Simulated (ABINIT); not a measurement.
Crystal: Au.

```
CELL_PARAMETERS angstrom
0.00000 2.03500 2.03500
2.03500 0.00000 2.03500
2.03500 2.03500 0.00000
ATOMIC_POSITIONS crystal
Au 0.00000 0.00000 0.00000
```

Base run:

| Property | Result |
| --- | --- |
| Program | ABINIT 10.8.3 (patched build) |
| Functional | PBE |
| Potentials or basis | PseudoDojo NC SR PBE v0.4.1 standard |
| Cutoff | 952 eV |
| k mesh | 12 × 12 × 12, with 4 shifts |
| Occupations | gaussian, width 0.2 eV |
| Spin | no spin polarisation |

Its results: pressure 10.1 GPa.

Problem. The run is repeated on the same cell with these changes: k mesh from 12 × 12 × 12, with 4 shifts to 8 × 8 × 8; occupations from gaussian, width 0.2 eV to fermi-dirac, width 0.05 eV. What comes out?

Solution. Pressure 11.1 GPa.
